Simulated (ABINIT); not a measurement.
Wanted: the native input for an ABINIT 10.8.3 (patched build) run.

| Item | Value |
| --- | --- |
| Task | single point |
| Functional | PBEsol |
| Potentials or basis | PseudoDojo NC SR PBEsol v0.4.1 standard |
| Cutoff | 680 eV |
| k mesh | 7 × 7 × 4 |
| Occupations | fermi-dirac, width 0.05 eV |
| Spin | no spin polarisation |

TaS2:

```xyz
3
Lattice="3.3165 0.0000 0.0000 -1.6582 2.8722 0.0000 0.0000 0.0000 5.8720" Properties=species:S:1:pos:R:3 pbc="T T T"
Ta    0.0000    0.0000    0.0000
S     1.6582    0.9574    4.3303
S     0.0000    1.9148    1.5417
```

The cell isn't the ideal one: cell relaxed.

These files were run (other wordings do the same):

run.abi

```
pp_dirpath "./"
pseudos "Ta.upf, S.upf"

acell 6.2672504062 6.2672503929 11.0964424753
rprim
     1.0000000000     0.0000000000     0.0000000000
    -0.4999999996     0.8660254040     0.0000000000
     0.0000000000     0.0000000000     1.0000000000
ntypat 2
znucl 73 16
natom 3
typat 1 2 2
xred
     0.0000000000     0.0000000000     0.0000000000
     0.6666666700     0.3333333300     0.7374544200
     0.3333333300     0.6666666700     0.2625455800
chkprim 0
chksymtnons 0
tolsym 1.0e-6

ecut 680.284656 eV

kptopt 1
ngkpt 7 7 4
nshiftk 1
shiftk 0.0 0.0 0.0

ixc -116133

nband 17
occopt 3
tsmear 0.00183747

nstep 100
tolvrs 1.0e-10

iomode 3
prtwf 0
prtden 0
prteig 0
prtebands 0
enunit 1
prtvol 2
```

Potentials or basis: PseudoDojo NC SR PBEsol v0.4.1 standard.

Command:

```console
$ abinit run.abi > log 2>&1
```

It gave:

```
Pressure                                              : -0.2 GPa
Band gap on the k mesh                                : none (metal or under the smearing width)
Valence electrons inside the program's atomic spheres : Ta 9.19; S 3.92
```

Wall time 30 s on 1 thread of Arm Neoverse V2, with other jobs on the host, peak memory 0.08 GiB.
